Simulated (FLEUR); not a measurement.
CdSe (Cadmoselite):

```
Cd Se
1.0
     4.30000    0.00000    0.00000
    -2.15000    3.72391    0.00000
     0.00000    0.00000    7.02000
Cd Se
2 2
Direct
  0.66667 0.33333 0.50000
  0.33333 0.66667 0.00000
  0.66667 0.33333 0.88500
  0.33333 0.66667 0.38500
```

Base run:

```yaml
Program: FLEUR MaX-R8.1 (later development tree)
Functional: RPBE
Potentials_or_basis: all-electron
Basis: FLAPW
Kmax: 3.95 1/bohr
k_mesh: 7 × 7 × 4
Occupations: fermi-dirac, width 0.05 eV
Spin: no spin polarisation
```

Its results: band gap on the k mesh 1.10 eV, direct.

**Question.** The run is repeated on the same cell with these changes: k mesh from 7 × 7 × 4 to 5 × 5 × 3; spin from no spin polarisation to spin-orbit coupling, no magnetisation. What comes out?

**Answer.** Band gap on the k mesh 0.99 eV, direct.

Several settings changed at once, so the effect can't be laid on one alone.

Caveats: spin-orbit coupling is added in second variation on a limited number of bands (some runs).
